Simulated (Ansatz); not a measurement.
Take BaSnO$_{3}$ in the cubic perovskite structure (space group Pm-3m, No. 221; a = 4.122 Å) as the base. Axes: x, y, z lie along the cube axes.

The values are results of Ansatz (a program for electronic structure) PBEsol, scalar-relativistic without spin-orbit coupling, not measurements.

For the base:

The smallest direct gap comes out as 1.34 eV. The pressure comes out as 0.00 GPa. The electron mass is 0.16 mₑ (at Γ).

One thing is altered: compressive biaxial strain of 0.93 % in the plane normal to [001], as in epitaxy on a mismatched substrate; the out-of-plane cell vector and the atoms relax.

Problem. Estimate the effect on the smallest direct gap.

Solution. The smallest direct gap increases by 0.15 eV to 1.49 eV.

Problem. Predict the new energy relative to the base.

Solution. The energy goes up by 2.5 meV/atom.

Problem. What does the calculation give for the pressure after the change?

Solution. The pressure (mean of the normal stresses, compression positive) goes from zero to 2.08 GPa.

Problem. What does the calculation give for the out-of-plane strain after the change?

Solution. The out-of-plane strain amounts to +0.57 %.

Problem. How does this affect the electron mass?

Solution. The electron mass changes from 0.16 mₑ (at Γ) to 0.17 mₑ (at Γ).

Masses are band curvatures over ±0.01 Å⁻¹ around the edge. Whether these cells are dynamically stable was not tested.
